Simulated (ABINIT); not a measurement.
Runs of ABINIT 10.8.3 (patched build) on CdO (Monteponite). Symmetry: Fm-3m, No. 225, cubic system. Conventional cell: a = 4.699 Å, b = 4.699 Å, c = 4.699 Å, α = 90.00°, β = 90.00°, γ = 90.00°. Cd (site symmetry m-3m) is surrounded by 6 O at 2.35 Å. O (site symmetry m-3m) is surrounded by 6 Cd at 2.35 Å. 

```tsv
level	gap on the mesh (eV)	pressure (GPa)
AM05	none	(b)
RPBE	none	(a)
BLYP	none	11.1
PBEsol	none	-1.4
revPBE	none	8.6
```

Alike in all rows: task single point; potentials or basis JTH PAW PBE v2.0; no spin polarisation; cell as given; k mesh 10 × 10 × 10; cutoff (eV) 762; smearing fermi-dirac 0.05 eV.

Question: Estimate the missing entries.

Answer: (a) 9.9; (b) -0.8.

Caveats: the PAW data sets were made with another functional, which shifts forces and pressure a little.

A k mesh can miss the band edges, and the runs leave out spin-orbit coupling on Cd.

A gap of «none» marks a metal or a gap under the smearing width.

Runs at the PBE level aren't shown here.
